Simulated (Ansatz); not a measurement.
## Al$_{3}$Cu: do energies and stresses tell the same story?

These are results of Ansatz, DFT PBEsol, scalar-relativistic, plane waves, PAW, not measurements.

Plane waves to 420 eV, a k mesh through Γ of 16×16×6 on the computed 4-atom cell and Gaussian smearing (0.10 eV); no spin polarisation.

Relaxed cell: P4/mmm, a = 2.780 Å, b = 2.780 Å, c = 7.603 Å, α = 90.00°, β = 90.00°, γ = 90.00°, 4 atoms in the primitive cell. Whether it is the stable form of this composition wasn't checked.

Energies at zero smearing and pressures from the stress tensor, at volumes with shape and atoms relaxed:
```tsv
V (Å³/atom)	E − E(first) (meV/atom)	P (GPa)
13.805	0.00	7.06
14.246	-13.99	3.23
14.686	-18.26	-0.01
15.127	-14.31	-2.76
15.568	-3.43	-5.06
```

Problem. Check P = −dE/dV between neighbouring volumes, and get the bulk modulus from the pressures alone.

Solution. With 1 eV/Å³ = 160.2 GPa:
```tsv
middle V (Å³/atom)	−ΔE/ΔV (GPa)	mean P (GPa)
14.025	5.087	5.147
14.466	1.552	1.609
14.907	-1.436	-1.385
15.347	-3.955	-3.910
```

The two differ by 0.06 GPa at most. The mean of two end pressures misses the average over a step by about ΔV² P″/12, up to 0.05 GPa here; with that taken off 0.01 GPa remains. Around V = 14.686 Å³/atom, the two neighbours give B = −V ΔP/ΔV = 14.686 × 5.99 / 0.881 = 99.8 GPa, against B0 = 99.4 GPa from the Birch–Murnaghan fit of the energies.